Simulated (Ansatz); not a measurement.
# SiC: the cell at several levels of theory

The task here is to estimate one member of a computed series from the others.

The runs shown are made with Ansatz 0.2.0. PAW datasets, plane waves, zero pressure. Calculated at 0 K for a non-magnetic cell.

## The cell

The symmetry is P6_3mc (No. 186, hexagonal); conventional cell a = 3.074 Å, c = 5.045 Å, 10.32 Å³ an atom. Near Si stand 4 C at 1.88–1.90 Å; near C stand 4 Si at 1.88–1.90 Å.

Coordinates:

```cif
data_structure
_symmetry_space_group_name_H-M 'P 1'
_symmetry_Int_Tables_number 1
_cell_length_a 3.0735
_cell_length_b 3.0735
_cell_length_c 5.0452
_cell_angle_alpha 90.000
_cell_angle_beta 90.000
_cell_angle_gamma 120.000
_cell_volume 41.27
loop_
_atom_site_label
_atom_site_type_symbol
_atom_site_fract_x
_atom_site_fract_y
_atom_site_fract_z
_atom_site_occupancy
Si1 Si 0.33333 0.66667 0.49960 1
Si2 Si 0.66667 0.33333 0.99960 1
C1 C 0.33333 0.66667 0.87540 1
C2 C 0.66667 0.33333 0.37540 1
```

The first run:

input.yaml reads:

```yaml
crystal:
  lattice:
    - [3.0735139282, 0.0, 0.0]
    - [-1.5367569641, 2.6617411407, 0.0]
    - [0.0, 0.0, 5.04524771]
  atoms:
    - { symbol: Si, position: [0.33333333, 0.66666667, 0.4996024] }
    - { symbol: Si, position: [0.66666667, 0.33333333, 0.9996024] }
    - { symbol: C, position: [0.33333333, 0.66666667, 0.8753976] }
    - { symbol: C, position: [0.66666667, 0.33333333, 0.3753976] }
kpoints:
  mp_grid: { grid: [12, 12, 6] }
hamiltonian:
  xc: pbe
scf:
  occupations: { method: fermi_dirac, width: 0.02 }
relax:
  f_tol: 0.005
  cell: {}
output:
  write_density: true
  write_potential: true
  elf: true
  volumetric_format: npy
```

Run with:

```console
ansatz run input.yaml --threads 2 --pin off --max-ram 2211MiB --backend cpu --events-out ev --progress --plain --runs-dir out
```

Steps of the session up to this table: Relaxation with PBE; Relaxing with r2SCAN; PBEsol: cell and atoms; LDA: cell and atoms; Relaxation with HSE06.

One table of the session follows, with a row left open; its other results are not shown here.

| level | a (Å) | c (Å) | volume (Å³/atom) |
| --- | --- | --- | --- |
| PBE | 3.092 | 5.074 | 10.503 |
| r2SCAN | 3.075 | 5.048 | 10.337 |
| PBEsol | 3.076 | 5.048 | 10.340 |
| LDA | ? | ? | ? |
| HSE06 | 3.071 | 5.036 | 10.284 |

**Question.** Estimate the row for LDA.

As computed: a (Å): 3.056; c (Å): 5.016; volume (Å³/atom): 10.144. In the column «a (Å)» it is the lowest.
